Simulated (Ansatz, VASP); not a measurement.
**HfO2 in VASP and in Ansatz**

The input INCAR:

```
PREC = Accurate
ENCUT = 520
EDIFF = 1E-6
ISMEAR = -1
SIGMA = 0.05
LREAL = False
LASPH = True
NELM = 150
ALGO = Normal
ISIF = 2
LWAVE = False
LCHARG = False
LMAXMIX = 4
LDAU = True
LDAUTYPE = 2
LDAUL = 2 -1
LDAUU = 6 0
LDAUJ = 0 0
LDAUPRINT = 1
GGA = PE
NBANDS = 31
```

File KPOINTS:

```
regular mesh
0
Gamma
  5 5 6
```

POSCAR

```
HfO2
1.0
    4.8135329900      0.0000000000      0.0000000000
    0.0000000000      4.8135329900      0.0000000000
    0.0000000000      0.0000000000      3.2054154100
Hf O
2 4
Direct
    0.5000000000      0.5000000000      0.5000000000
    0.0000000000      0.0000000000      0.0000000000
    0.8050448800      0.1949551200      0.5000000000
    0.6949551200      0.6949551200      0.0000000000
    0.3050448800      0.3050448800      0.0000000000
    0.1949551200      0.8050448800      0.5000000000
```

input.yaml

```yaml
crystal:
  lattice:
    - [4.81353299, 0.0, 0.0]
    - [0.0, 4.81353299, 0.0]
    - [0.0, 0.0, 3.20541541]
  atoms:
    - { symbol: Hf, position: [0.5, 0.5, 0.5] }
    - { symbol: Hf, position: [0.0, 0.0, 0.0] }
    - { symbol: O, position: [0.80504488, 0.19495512, 0.5] }
    - { symbol: O, position: [0.69495512, 0.69495512, 0.0] }
    - { symbol: O, position: [0.30504488, 0.30504488, 0.0] }
    - { symbol: O, position: [0.19495512, 0.80504488, 0.5] }
hamiltonian:
  xc: pbe
  pseudopotentials: { kind: paw }
  hubbard: { sites: [{ species: Hf, l: d, u_eff: 6.0 }] }
kpoints:
  mp_grid: { grid: [5, 5, 6] }
scf:
  occupations: { method: fermi_dirac, width: 0.05 }
  n_extra_bands: 15
output:
  forces: true
  stress: true
  eigenvalues: true
  dos: { projected: false, de: 0.05, nscf_kmesh: { grid: [8, 8, 9] } }
  write_density: true
  write_potential: true
  elf: true
  volumetric_format: npy
```

Measurements of this composition are mostly on another form, of space group No. 14.

Alike in both runs: functional PBE; k mesh 5 × 5 × 6; occupations fermi-dirac, width 0.05 eV; no spin polarisation; Hubbard terms Hf d U = 6.0 eV.

|  | VASP | Ansatz |
| --- | --- | --- |
| version | VASP 6.6.1 | Ansatz 0.2.0 |
| potentials or method | VASP PAW PBE potentials, release 64 (Hf_pv, O) | Ansatz PAW |
| plane-wave cutoff (eV) | 520 | 420 |
| valence electrons in the cell | 44 | 76 |
| task | single point | density of states |

VASP gave:

* gap on the k mesh at the Fermi level (eV): 4.82
* least direct gap on the mesh (eV): 4.82
* pressure (GPa): 21.0
* largest component of the traceless stress (GPa): 5.13
* rms of the force components (eV/Å): 0.092

Estimate Ansatz's values.

gap on the k mesh at the Fermi level (eV): 4.89; least direct gap on the mesh (eV): 4.89; pressure (GPa): 16.5; largest component of the traceless stress (GPa): 4.33; rms of the force components (eV/Å): 0.030.

The programs project onto different local orbitals, so the same U acts differently. Atom by atom the forces differ by 0.062 eV/Å (rms over components). The two sets of potentials don't hold the same shells in valence.

Caveats: spin-orbit coupling is left out, which moves the levels of the heavy elements; an odd mesh through Γ misses points on the zone boundary, where band edges often lie (VASP); odd divisions of the mesh miss points on the zone boundary, where band edges often lie, so the gap on the mesh can be too wide (Ansatz); the pressure holds a Pulay correction of +0.7 GPa for the finite cutoff (Ansatz); the density of states is complete only up to the lowest level of the last band computed (Ansatz).
